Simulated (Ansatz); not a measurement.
Crystal: MnAs.

```xyz
4
Lattice="3.7100 0.0000 0.0000 -1.8550 3.2130 0.0000 0.0000 0.0000 5.6910" Properties=species:S:1:pos:R:3 pbc="T T T"
As    1.8550    1.0710    4.2683
As    0.0000    2.1420    1.4227
Mn    0.0000    0.0000    2.8455
Mn    0.0000    0.0000    0.0000
```

Base run:

- Program: Ansatz 0.2.0
- Functional: PBE
- Potentials or basis: all-electron LAPW, scalar-relativistic
- Cutoff: 254 eV
- Density cutoff: 1016 eV
- Basis error allowed: 0.002 eV/atom
- k mesh: 8 × 8 × 5
- Occupations: fermi-dirac, width 0.05 eV
- Spin: collinear spin, ferromagnetic start
- Starting moments: [0.0, 0.0, 4.0, 4.0] μB

Its results: pressure -3.5 GPa; net moment 6.28 μB per cell; site moments As -0.14; Mn +3.24 μB.

The run is repeated on the same cell with these changes: functional from PBE to PBEsol. What comes out?

Pressure -8.7 GPa; net moment 6.23 μB per cell; site moments As -0.13; Mn +3.21 μB.

PBEsol binds more tightly than PBE, so the same cell stands under less pressure.

Caveats: only a ferromagnetic start was run, and an antiferromagnetic order may lie lower in energy.

Not every run made on this cell is shown here.
